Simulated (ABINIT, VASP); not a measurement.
## ZnS: equilibrium volume by level of theory

```cif
data_structure
_symmetry_space_group_name_H-M 'P 1'
_symmetry_Int_Tables_number 1
_cell_length_a 3.8110
_cell_length_b 3.8110
_cell_length_c 6.2340
_cell_angle_alpha 90.000
_cell_angle_beta 90.000
_cell_angle_gamma 120.000
_cell_volume 78.41
loop_
_atom_site_label
_atom_site_type_symbol
_atom_site_fract_x
_atom_site_fract_y
_atom_site_fract_z
_atom_site_occupancy
Zn1 Zn 0.66667 0.33333 0.50000 1
Zn2 Zn 0.33333 0.66667 0.00000 1
S1 S 0.66667 0.33333 0.88500 1
S2 S 0.33333 0.66667 0.38500 1
```

```tsv
rung	level	program and potentials	cutoff (eV)	k mesh	equilibrium volume (Å³/atom)	notes
LDA	LDA	VASP, LDA PAW files S, Zn, 600 eV	600	8 × 8 × 5	18.64	9 valence electrons an atom on average
GGA	AM05	VASP, PBE PAW files S, Zn, 600 eV	600	8 × 8 × 5	19.41	potentials made for PBE; 9 valence electrons an atom on average
GGA + dispersion	BLYP+D3(BJ)	VASP, PBE PAW files S, Zn, 600 eV	600	8 × 8 × 5	19.58	potentials made for PBE; 9 valence electrons an atom on average
GGA	PBE	VASP, PBE PAW files S, Zn, release 54, 580 eV	580	8 × 8 × 5	20.24	9 valence electrons an atom on average
GGA	PBE	VASP, PBE PAW files S_GW, Zn_GW, 630 eV	630	8 × 8 × 5	20.23	9 valence electrons an atom on average
GGA + dispersion	PBE+D4	VASP, PBE PAW files S, Zn, 600 eV	600	8 × 8 × 5	19.52	9 valence electrons an atom on average
GGA	PBEsol	ABINIT, PseudoDojo NC SR PBEsol v0.4.1 standard	1143	6 × 6 × 4	19.21	13 valence electrons an atom on average
GGA + dispersion	PBEsol+D3(zero damping)	VASP, PBE PAW files S, Zn, 600 eV	600	8 × 8 × 5	18.76	potentials made for PBE; 9 valence electrons an atom on average
GGA	PW91	VASP, PBE PAW files S, Zn, 600 eV	600	8 × 8 × 5	20.18	potentials made for PBE; 9 valence electrons an atom on average
GGA	RPBE	VASP, PBE PAW files S, Zn, 600 eV	600	8 × 8 × 5	21.00	potentials made for PBE; 9 valence electrons an atom on average
GGA + dispersion	RPBE+D3(zero damping)	VASP, PBE PAW files S, Zn, 600 eV	600	8 × 8 × 5	19.64	potentials made for PBE; 9 valence electrons an atom on average
GGA + dispersion	revPBE+D4	VASP, PBE PAW files S, Zn, 600 eV	600	8 × 8 × 5	19.28	potentials made for PBE; 9 valence electrons an atom on average
non-local van der Waals functional	PBE+rVV10	VASP, PBE PAW files S, Zn, 600 eV	600	8 × 8 × 5	19.92	9 valence electrons an atom on average
non-local van der Waals functional	optB88-vdW	VASP, PBE PAW files S, Zn, 600 eV	600	8 × 8 × 5	20.08	potentials made for PBE; 9 valence electrons an atom on average
non-local van der Waals functional	optPBE-vdW	VASP, PBE PAW files S, Zn, 600 eV	600	8 × 8 × 5	20.47	potentials made for PBE; 9 valence electrons an atom on average
non-local van der Waals functional	vdW-DF	VASP, PBE PAW files S, Zn, 600 eV	600	8 × 8 × 5	21.23	potentials made for PBE; 9 valence electrons an atom on average
meta-GGA	TPSS	VASP, PBE PAW files S, Zn, 600 eV	600	8 × 8 × 5	20.13	potentials made for PBE; 9 valence electrons an atom on average
meta-GGA	r2SCAN	VASP, PBE PAW files S, Zn, 600 eV	600	8 × 8 × 5	19.60	potentials made for PBE; 9 valence electrons an atom on average
```

Task: relaxation of cell and atoms. All rows: no spin polarisation. Meshes differ between rows, which moves values too. Meshes are those of the run's cell of 4 atoms unless a note names another. Relaxations start from the cell shown or near it and stop with a little pressure left. Runs on faulty files, with rough fits or with known faults for this quantity aren't shown. No row holds spin-orbit coupling.

By rung: LDA 18.64; GGA 19.21 to 21.00; GGA + dispersion 18.76 to 19.64; non-local van der Waals functional 19.92 to 21.23; meta-GGA 19.60 to 20.13 (Å³/atom).
